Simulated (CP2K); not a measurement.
A run of CP2K 2026.2:

The input zns_scf.inp:

```
&GLOBAL
  PROJECT zns_scf
  RUN_TYPE ENERGY_FORCE
  PRINT_LEVEL LOW
&END GLOBAL
&FORCE_EVAL
  METHOD QS
  STRESS_TENSOR ANALYTICAL
  &DFT
    BASIS_SET_FILE_NAME BASIS_MOLOPT_UZH
    POTENTIAL_FILE_NAME POTENTIAL_UZH
    &MGRID
      CUTOFF 450
      REL_CUTOFF 60
      NGRIDS 5
    &END MGRID
    &QS
      METHOD GPW
      EPS_DEFAULT 1.0E-9
    &END QS
    &KPOINTS
      SCHEME MONKHORST-PACK 6 6 2
      GAMMA_CENTERED T
      SYMMETRY T
      SYMMETRY_BACKEND SPGLIB
    &END KPOINTS
    &SCF
      SCF_GUESS ATOMIC
      EPS_SCF 1.0E-6
      MAX_SCF 100
      ADDED_MOS 22
      CHOLESKY OFF
      EPS_EIGVAL 1.0E-7
      &DIAGONALIZATION ON
        ALGORITHM STANDARD
      &END DIAGONALIZATION
      &MIXING ON
        METHOD BROYDEN_MIXING
        ALPHA 0.4
        BETA 1.5
        NBUFFER 8
      &END MIXING
      &SMEAR ON
        METHOD FERMI_DIRAC
        ELECTRONIC_TEMPERATURE [K] 580.226
      &END SMEAR
    &END SCF
    &XC
      &XC_FUNCTIONAL
        &GGA_X_PBE
        &END GGA_X_PBE
        &GGA_C_PBE
        &END GGA_C_PBE
      &END XC_FUNCTIONAL
    &END XC
    &PRINT
      &KPOINTS ON
      &END KPOINTS
      &MULLIKEN ON
      &END MULLIKEN
      &MO ON
        ENERGIES T
        OCCUPATION_NUMBERS T
        &EACH
          QS_SCF 0
        &END EACH
        ADD_LAST NUMERIC
      &END MO
      &LOWDIN ON
      &END LOWDIN
      &HIRSHFELD ON
        SHAPE_FUNCTION DENSITY
      &END HIRSHFELD
      &E_DENSITY_CUBE ON
        STRIDE 1
      &END E_DENSITY_CUBE
      &V_HARTREE_CUBE ON
        STRIDE 1
      &END V_HARTREE_CUBE
      &ELF_CUBE ON
        STRIDE 1
      &END ELF_CUBE
    &END PRINT
  &END DFT
  &SUBSYS
    &CELL
      A 3.8227000000 0.0000000000 0.0000000000
      B -1.9113500000 3.3105553110 0.0000000000
      C 0.0000000000 0.0000000000 12.5200000000
      PERIODIC XYZ
    &END CELL
    &COORD
      SCALED
      Zn  0.6666666667 0.3333333333 0.7500000000
      Zn  0.3333333333 0.6666666667 0.2500000000
      Zn  0.0000000000 0.0000000000 0.5000000000
      Zn  0.0000000000 0.0000000000 0.0000000000
      S   0.6666666667 0.3333333333 0.9375000000
      S   0.3333333333 0.6666666667 0.4375000000
      S   0.0000000000 0.0000000000 0.6875000000
      S   0.0000000000 0.0000000000 0.1875000000
    &END COORD
    &KIND Zn
      BASIS_SET TZV2P-MOLOPT-PBE-GTH-q12
      POTENTIAL GTH-PBE-q12
    &END KIND
    &KIND S
      BASIS_SET TZV2P-MOLOPT-PBE-GTH-q6
      POTENTIAL GTH-PBE-q6
    &END KIND
    &PRINT
      &ATOMIC_COORDINATES ON
      &END ATOMIC_COORDINATES
      &CELL ON
      &END CELL
      &SYMMETRY ON
      &END SYMMETRY
    &END PRINT
  &END SUBSYS
  &PRINT
    &FORCES ON
    &END FORCES
    &STRESS_TENSOR ON
    &END STRESS_TENSOR
  &END PRINT
&END FORCE_EVAL
```

Potentials or basis: POTENTIAL_UZH Zn GTH-PBE-q12, S GTH-PBE-q6; TZV2P-MOLOPT-PBE-GTH basis.

Command:

```bash
$ OMP_NUM_THREADS=1 cp2k.psmp -i zns_scf.inp -o zns_scf.out
```

Hardware: 1 thread of Arm Neoverse V2 (shared host).

Task: Estimate the wall time of this run.

Result: Wall time 2.8 min on 1 thread of Arm Neoverse V2, with other jobs on the host, peak memory 1.3 GiB. Counts: scf iterations 18, k points 14, basis 280, bands 58, force evaluations 1.
